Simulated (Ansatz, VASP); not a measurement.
Y: VASP beside Ansatz

INCAR

```
PREC = Accurate
ENCUT = 520
EDIFF = 1E-6
ISMEAR = -1
SIGMA = 0.1
LREAL = F
LASPH = T
NELM = 100
ALGO = Normal
ISIF = 2
LWAVE = F
LCHARG = F
GGA = RP
NBANDS = 12
```

KPOINTS

```
regular mesh
0
Gamma
  12 12 12
```

File POSCAR:

```
Y
1.0
   -2.0768487241      2.0768487241      2.0768487241
    2.0768487241     -2.0768487241      2.0768487241
    2.0768487241      2.0768487241     -2.0768487241
Y
1
Direct
    0.0000000000      0.0000000000      0.0000000000
```

Input for Ansatz:

```yaml
crystal:
  lattice:
    - [-2.0768487241, 2.0768487241, 2.0768487241]
    - [2.0768487241, -2.0768487241, 2.0768487241]
    - [2.0768487241, 2.0768487241, -2.0768487241]
  atoms:
    - { symbol: "Y", position: [0.0, 0.0, 0.0] }
hamiltonian:
  xc: rpbe
  pseudopotentials:
    kind: paw
    azcp:
      "Y": "pseudopotentials/Y.paw.azcp"
basis:
  ecutwfc: 420
  fft_grid_basis: typed
kpoints:
  mp_grid: { grid: [12, 12, 12], shift: [0, 0, 0] }
magnetization:
  spin_polarized: false
scf:
  occupations: { method: fermi_dirac, width: 0.1 }
  lower_state_search: "off"
output:
  stress: true
```

Alike in both runs: task single point; functional RPBE; k mesh 12 × 12 × 12; occupations fermi-dirac, width 0.1 eV; no spin polarisation.

|  | VASP | Ansatz |
| --- | --- | --- |
| version | VASP 6.6.1 | Ansatz 0.2.0 |
| potentials or method | VASP PAW PBE potentials, release 64 (Y_sv) | plane waves (420 eV) with PAW, scalar-relativistic |
| plane-wave cutoff (eV) | 520 | 420 |
| valence electrons in the cell | 11 | 11 |

|  | VASP | Ansatz | Ansatz less VASP |
| --- | --- | --- | --- |
| pressure (GPa) | -1.5 | -1.3 | +0.12 |

The functional is the same, so the differences come from potentials, cutoffs and numerics.

Caveats: the PAW data sets were made with another functional, which shifts forces and pressure a little (VASP).
